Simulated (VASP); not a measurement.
# GaN, relaxation of the cell: which settings are enough?

GaN, P1 (no. 1), 2 atoms in the cell. PBE, relaxation of the cell; PAW potentials Ga_d, N (PBE set). VASP 6.6.1.

Wanted: cell lengths a, b, c within 0.2 %; volume within 0.4 %.

The series start from Relaxations run in a row: 2; Cutoff ENCUT (eV): 550; Force threshold EDIFFG (eV/Å): -0.01; Relaxation method: conjugate gradient, POTIM 0.5; Precision mode: Accurate. Each series keeps the choices made before it, and each single choice may use up half of a tolerance. Times cover all steps of a run.

## Relaxations run in a row

| Relaxations run in a row | Cell lengths a, b, c, largest deviation against the largest value | Volume (Å³/atom) | Time (s) |
|---|---|---|---|
| 1 | 0.047 % | 11.76 | 103 |
| 2 | 0 % | 11.77 | 112 |
| 3 (reference) | 0 % | 11.77 | 148 |

Chosen: 1, the loosest value from which every tighter one stays within half of the tolerance.

## Cutoff ENCUT (eV)

| Cutoff ENCUT (eV) | Cell lengths a, b, c, largest deviation against the largest value | Volume (Å³/atom) | Time (s) |
|---|---|---|---|
| 350 | 1.2 % | 11.37 | 53 |
| 400 | 0.46 % | 11.62 | 62 |
| 450 | 0.11 % | 11.73 | 60 |
| 500 | 0.023 % | 11.76 | 68 |
| 550 | 0.049 % | 11.76 | 103 |
| 600 | 0.065 % | 11.75 | 111 |
| 700 | 0.047 % | 11.76 | 116 |
| 800 (reference) | 0 % | 11.77 | 144 |

Chosen: 500.

## Force threshold EDIFFG (eV/Å)

| Force threshold EDIFFG (eV/Å) | Cell lengths a, b, c, largest deviation against the largest value | Volume (Å³/atom) | Time (s) |
|---|---|---|---|
| -0.05 | 0.047 % | 11.77 | 54 |
| -0.02 | 0.044 % | 11.77 | 55 |
| -0.01 | 0.023 % | 11.76 | 68 |
| -0.005 (reference) | 0 % | 11.77 | 70 |
| -0.002 | refused | refused | 71 |

Chosen: -0.05, the loosest value from which every tighter one stays within half of the tolerance (runs without a result left aside).

VASP's message at the runs that stop: IBZKPT: not all point group operations associated with the symmetry operators of the crystalline lattice are members of the point group of the reciprocal lattice.

## Relaxation method

| Relaxation method | Cell lengths a, b, c, largest deviation against the largest value | Volume (Å³/atom) | Time (s) |
|---|---|---|---|
| conjugate gradient, POTIM 0.5 | 0 % | 11.77 | 54 |
| conjugate gradient, POTIM 0.2 | 0.16 % | 11.77 | 53 |
| conjugate gradient, POTIM 1.0 | 0.11 % | 11.78 | 69 |
| quasi-Newton, POTIM 0.5 | 0.17 % | 11.77 | 45 |
| quasi-Newton, POTIM 0.5, at least 5 electronic steps | 0.17 % | 11.77 | 41 |
| velocity quench, POTIM 0.1 | 0.12 % | 11.76 | 62 |

Chosen: conjugate gradient, POTIM 0.5; no other choice that stays within half of the tolerance saves 30 % of the time.

## Precision mode

| Precision mode | Cell lengths a, b, c, largest deviation against the largest value | Volume (Å³/atom) | Time (s) |
|---|---|---|---|
| Accurate | 0 % | 11.77 | 54 |
| Normal | 0.0019 % | 11.77 | 45 |
| High | 0.0028 % | 11.77 | 49 |

Chosen: Normal; it saves 9.7 s of 54, so Accurate would do nearly as well.

## All choices together

| Input | Cell lengths a, b, c, largest deviation against the largest value | Volume (Å³/atom) | Time (s) |
|---|---|---|---|
| EDIFF and PREC left to the program (naive) | 0.025 % | 11.77 | 66 |
| chosen settings | 0.048 % | 11.77 | 45 |
| reference settings throughout | 0 % | 11.77 | 232 |

The tolerance is met.

Values of the reference run: Cell lengths a, b, c: 3.217, 3.217, 3.217 Å.

## The input

INCAR.step1:
```
ALGO = Normal ; EDIFF = 1E-7
EDIFFG = -0.05 ; ENCUT = 500
IBRION = 2 ; ISIF = 3
ISMEAR = 0 ; KPAR = 8
LASPH = True ; LCHARG = False
LREAL = False ; LWAVE = False
NELM = 100 ; NSW = 60
POTIM = 0.5 ; PREC = Normal
SIGMA = 0.05
```

INCAR.step2, as INCAR.step1 but for:
```
- EDIFFG = -0.05
- IBRION = 2
- ISIF = 3
- NSW = 60
- POTIM = 0.5
+ ISIF = 2
+ NSW = 0
```

KPOINTS:
```
k-points
0
Gamma
  8 8 8
```

POSCAR.step1:
```
GaN
1.0
   -0.0094860000      2.3368260000      2.3219150000
    2.3043800000      0.0075270000      2.3049030000
    2.3005880000      2.3160220000      0.0113180000
Ga N
1 1
Direct
   -0.0071040000      0.0062120000      0.0064600000
    0.2571040000      0.2437880000      0.2435400000
```

POSCAR.step2:
```
GaN
1.0
    0.0003495010      2.2746972270      2.2726190032
    2.2738901854     -0.0019120732      2.2747961342
    2.2737756239      2.2767716355     -0.0017796043
Ga N
1 1
Direct
    0.0000450974      0.0000264989      0.9999764159
    0.2499549026      0.2499735011      0.2500235841
```

Commands (each step's output is kept before the next begins):
```
cat potpaw_PBE.64/Ga_d/POTCAR potpaw_PBE.64/N/POTCAR > POTCAR
cp INCAR.step1 INCAR
cp POSCAR.step1 POSCAR
mpirun -np 8 vasp_std > vasp.out
cp CONTCAR POSCAR
cp INCAR.step2 INCAR
cp POSCAR.step2 POSCAR
mpirun -np 8 vasp_std > vasp.out
```

The naive input happens to agree within the tolerance here, in 66 s.

Limits: the start was distorted on purpose (volume up by 6 %, random strain, atoms moved at random), so the space group given is the start's and not the crystal's.

The chosen input took VASP 6.6.1 45 s on 8 cores (Intel Xeon 6975P-C (Granite Rapids)), a shared host.

## An input that fails: cell relaxed at a low cutoff

It runs to its end, but against the unchanged starting input it is off by 1.6 % in the cell lengths a, b, c, 4.5 % in the volume.

Changes against the starting input:
```
(all steps)
- PREC = Accurate
- ENCUT = 550
+ PREC = Low
+ ENCUT = 350
(POSCAR.step3)
-    0.0000478380      2.2754662609      2.2746590932
-    2.2743104821     -0.0000149059      2.2746365901
-    2.2743118632      2.2754590496      0.0000032999
+   -0.0000095832      2.2439709153      2.2402603748
+    2.2384578972      0.0009827284      2.2391813577
+    2.2382531021      2.2427021155      0.0012069103
-    0.0000184659      0.9999883399      0.9999861968
-    0.2499815341      0.2500116601      0.2500138032
+    0.9998218631      0.0000947090      0.0001468283
+    0.2501781369      0.2499052910      0.2498531717
```
